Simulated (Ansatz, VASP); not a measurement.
**SrO: VASP beside Ansatz**

```xyz
2
Lattice="0.0000 2.5068 2.5068 2.5068 0.0000 2.5068 2.5068 2.5068 0.0000" Properties=species:S:1:pos:R:3 pbc="T T T"
Sr    2.5068    2.5068    2.5068
O     0.0000    0.0000    0.0000
```

Alike in both runs: functional PBEsol; k mesh 8 × 8 × 8; no spin polarisation.

Ansatz relaxed the structure, and its values are those at the end. VASP's run is a single point on that final structure, the one shown.

|  | VASP | Ansatz |
| --- | --- | --- |
| version | VASP 6.6.1 | Ansatz 0.2.0 |
| potentials or method | VASP PAW PBE potentials, release 64 (Sr_sv, O) | PAW with Ansatz's default frozen-core files, scalar-relativistic |
| plane-wave cutoff (eV) | 520 | 420 |
| occupations | gaussian, width 0.01 eV | fixed |
| valence electrons in the cell | 16 | 16 |

Ansatz gave:

* pressure (GPa): 7.0

**Question.** What did VASP give for the same quantities?

**Answer.** Pressure (GPa): 7.9.

Caveats: the PAW data sets were made with another functional, which shifts forces and pressure a little (VASP). A k mesh can miss the band edges.
